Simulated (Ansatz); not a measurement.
Method: DFT PBE, scalar-relativistic, plane waves, PAW in Ansatz 0.2.0. Settings: cutoff 420 eV, Γ-centred meshes spaced at most about 0.3 Å⁻¹, and about 0.25 Å⁻¹ or finer for metals (2π included), Gaussian smearing. Spin is collinear.

Each guess is relaxed in cell and atoms at zero pressure, on a coarse mesh first where it starts far from rest and then on a converged one. The steps can't lower the symmetry of the start, but it can rise. Energies are static (0 K, no zero-point motion).

Two unrelaxed guesses for WSe4:

A.

Space group Im-3m (No. 229). a = 6.324 Å, b = 6.324 Å, c = 6.324 Å, α = 90.00°, β = 90.00°, γ = 90.00°
```
atom  site  symmetry       x       y       z
   W    2a      m-3m  0.0000  0.0000  0.0000
  Se    8c      .-3m  0.2500  0.2500  0.2500
```

B.

Space group Pm-3m (No. 221). a = 4.955 Å, b = 4.955 Å, c = 4.955 Å, α = 90.00°, β = 90.00°, γ = 90.00°
```tsv
atom	site	symmetry	x	y	z
W	1a	m-3m	0.0000	0.0000	0.0000
Se	1b	m-3m	0.5000	0.5000	0.5000
Se	3c	4/mm.m	0.0000	0.5000	0.5000
```

Question: Do they relax into the same structure? If not, which is lower?

Answer: No. A ends lower, by 0.83 eV/atom. A: Im-3m at 25.3 Å³/atom → Im-3m at 23.1 Å³/atom; B: Pm-3m at 24.3 Å³/atom → Pm-3m at 24.5 Å³/atom. Counting Se atoms around W (those within 1.25 times the shortest such distance or 1.15 times the sum of covalent radii; a plus sign parts nearer from farther groups; the shortest distance is added where it is long for a bond), the end of A has W 8 and the end of B has W 12+8 from 3.5 Å. The end of B holds Se–Se bonds in all directions (shortest 2.48 Å); in the end of A the shortest Se–Se distance is 3.07 Å. End of A. Conventional cell: a = 6.137 Å. Around Se lie 2 W at 2.66 Å and 6 Se at 3.07 Å; W has 8 Se at 2.66 Å. End of B. Conventional cell: a = 4.968 Å. Se on a site of symmetry m-3m is surrounded by 6 Se at 2.48 Å; W is surrounded by 12 Se at 3.51 Å and 8 Se at 4.30 Å; Se on a site of symmetry 4/mmm has 2 Se at 2.48 Å, 4 W at 3.51 Å and 8 Se at 3.51 Å.

Ends held by symmetry can be saddle points. Neither end is the lowest form computed: that has space group P-43m (No. 215) and lies 0.44 eV/atom below the better end. Even the lowest of the cells shown lies +0.59 eV/atom against the elements. These runs have no spin–orbit coupling, which can matter for W. Another magnetic order may lie lower. Some candidate types were left out of the draw beforehand, so a known form may be missing.
